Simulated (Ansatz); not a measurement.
NaH, NiAs type, relaxed with r2SCAN, was run in the PAW code Ansatz under altered settings. All numbers are computed, without spin polarisation but where a row says otherwise.

```
Na H
1.0
     3.31916    0.00000    0.00000
    -1.65958    2.87448    0.00000
     0.00000    0.00000    5.83095
Na H
2 2
Cartesian
  0.0000 0.0000 0.0000
  0.0000 0.0000 2.9155
  0.0000 1.9163 1.4577
  1.6596 0.9582 4.3732
```

The base run's other keys:
```yaml
kpoints:
  mp_grid: { grid: [6, 6, 2] }
hamiltonian:
  xc: hse06
scf:
  occupations: { method: fixed }
  n_extra_bands: 5
```

It takes 11 iterations with 1111 plane waves at 420 eV and 14 k points, and leaves a mean stress of +0.20 GPa. The gap over this mesh is 4.503 eV. It ran on 4 threads of Arm Neoverse N1, on a shared host.

Outcomes, with energy and stress as changes against the base:
```csv
setting,outcome,ΔF (meV/atom),Δ mean stress (GPa),gap on the mesh (eV),iterations,wall time
"PBE hybrid, exx coeff 0.05, omega 0.2078 1/Å",converged,–,+0.3,3.652,9,7.6 s
"PBE hybrid, exx coeff 0.2, omega 0.5 1/Å",converged,–,+0.1,3.843,9,8.5 s
scf.occupations: fermi_dirac 0.001,converged,0.0,0.0,4.503,11,8.3 s
```
A dash marks a value that wasn't obtained or can't be compared. Stress is positive in compression. The base took 8.7 s. The base's mesh is coarse for a hybrid, so its own values aren't converged.

- PBE hybrid, exx coeff 0.05, omega 0.2078 1/Å. That is 5 % exact exchange, screened with ω = 0.2078 1/Å, against HSE06's 25 % screened at 0.208 1/Å. The mean stress moves by +0.3 GPa and the gap on the mesh by -0.851 eV (to 3.652). Totals of different functionals aren't comparable.
- PBE hybrid, exx coeff 0.2, omega 0.5 1/Å. That is 20 % exact exchange, screened with ω = 0.5 1/Å, against HSE06's 25 % screened at 0.208 1/Å. The mean stress moves by +0.1 GPa and the gap on the mesh by -0.661 eV (to 3.843). Totals of different functionals aren't comparable.

Within 1 meV an atom, 0.1 GPa and 0.005 eV of the base stay: scf.occupations: fermi_dirac 0.001.

The stress of a hybrid is loosely converged in these runs.

The meshes of the hybrids are coarse, so their gaps aren't converged to the digits shown.
